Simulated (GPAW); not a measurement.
The system is W.

```
CELL_PARAMETERS angstrom
-1.58234 1.58234 1.58234
1.58234 -1.58234 1.58234
1.58234 1.58234 -1.58234
ATOMIC_POSITIONS crystal
W 0.00000 0.00000 0.00000
```

* Program: GPAW 26.7.0
* Task: relaxation of cell and atoms
* Functional: PBEsol
* Dispersion: D3
* Potentials or basis: PAW data sets generated in the run's folder for this functional
* Cutoff: 600 eV
* Basis: pw
* k mesh: 12 × 12 × 12
* Occupations: fermi-dirac, width 0.05 eV
* Spin: no spin polarisation

At the start: pressure -9.9 GPa; volume 15.85 Å³/atom.

Question: How do energy, volume and symmetry change on relaxing?

Answer: Over 3 steps the energy falls by 15.4 meV/atom and the volume is 15.36 Å³/atom (-3.1 %); space group Im-3m (No. 229, to 0.05 Å).

Step by step:
```
step  energy change (eV)  largest force (eV/Å)  pressure (GPa)  volume (Å³)
   1              0.0000                0.0000           -9.90        15.85
   2             -0.0136                0.0000            3.52        15.20
   3             -0.0154                0.0000           -0.10        15.36
```

Final structure:
```yaml
crystal:
  lattice:
    - [-1.56591, 1.56591, 1.56591]
    - [1.56591, -1.56591, 1.56591]
    - [1.56591, 1.56591, -1.56591]
  atoms:
    - { symbol: W, position: [0.00000, 0.00000, 0.00000] }
```

Caveat: later steps reuse the first step's grids; pairwise dispersion overbinds metals, which lowers pressure and volume.
